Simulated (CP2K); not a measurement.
CoO:

```xyz
2
Lattice="3.0144 0.0000 0.0000 1.5072 2.6105 0.0000 1.5072 0.8702 2.4612" Properties=species:S:1:pos:R:3 pbc="T T T"
Co    0.0000    0.0000    0.0000
O     3.0144    1.7404    1.2306
```

Base run:

```yaml
Program: CP2K 2026.2
Functional: PBE
Potentials_or_basis: POTENTIAL_UZH Co GTH-PBE-q17, O GTH-PBE-q6; TZVP-MOLOPT-PBE-GTH basis
Density_cutoff: 11565 eV
k_mesh: 11 × 11 × 11
Occupations: fermi-dirac, width 0.01 eV
Spin: collinear spin, ferromagnetic start
Starting_moments: "[2.0, 0.0] μB"
```

Its results: pressure -0.5 GPa; site moments Co +2.74; O +0.26 μB.

**Question.** The run is repeated on the same cell with these changes: functional from PBE to PBEsol; ngrids from 4 to 5. What comes out?

**Answer.** Pressure -9.3 GPa; site moments Co +2.72; O +0.28 μB.

Caveats: the basis of atomic orbitals isn't converged, which shifts pressures, moduli and gaps; the total moment is fixed, so each spin has its own Fermi level; a cell with one magnetic atom can't hold antiferromagnetic order, which such compounds often take; the potentials were made for another functional, which shifts forces and pressure (some runs).
